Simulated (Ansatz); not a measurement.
## What a trial cell of S relaxes into

All numbers below come from DFT PBEsol, scalar-relativistic, plane waves, PAW (Ansatz). Cutoff 420 eV, Γ-centred k mesh, Gaussian smearing, no spin polarisation in the final step.

The start puts S on the samarium (9R) structure type (R-3m, No. 166), at a guessed volume.

```xyz
3
Lattice="1.7933 1.0354 8.6670 -1.7933 1.0354 8.6670 0.0000 -2.0707 8.6670" Properties=species:S:1:pos:R:3 pbc="T T T"
S     0.0000    0.0000    0.0000
S     0.0000    0.0000    5.7779
S     0.0000    0.0000   20.2230
```

Cell and atoms relax at zero pressure; the relaxation can't lower the symmetry of the start. After a coarse first stage the cell is made exact in the group found at 0.06 Å.

Energies count from the standard state of S at the same level.

Question: Describe the relaxed structure.

Answer: It keeps R-3m (No. 166), but not the shape of the type it started on. Conventional cell: a = 3.349 Å, c = 17.673 Å. S on Wyckoff site a (1 atom of the primitive cell) has 6 S at 2.38 Å; S on Wyckoff site c (2 atoms of the primitive cell) has 3 S at 2.38 Å.

```
S
1.0
     1.67454    0.96680    5.89090
    -1.67454    0.96680    5.89090
     0.00000   -1.93359    5.89090
S
3
Direct
  0.00000 0.00000 0.00000
  0.25495 0.25495 0.25495
  0.74505 0.74505 0.74505
```

Question: What are its volume, energy, density and gap?

Answer: The volume per atom is 19.1 Å³ and the density is 2.8 g/cm³. The energy over the standard structure is 0.357 eV/atom and the gap on the 12×12×12 mesh is 0.51 eV.

The final run used a 12×12×12 mesh on its 3-atom cell and 0.02 eV smearing. No dispersion correction is applied, so the spacing between layers, chains or molecules is poorly fixed, and with it the volume and density. Symmetry constrained the relaxation, so the result can be a saddle point.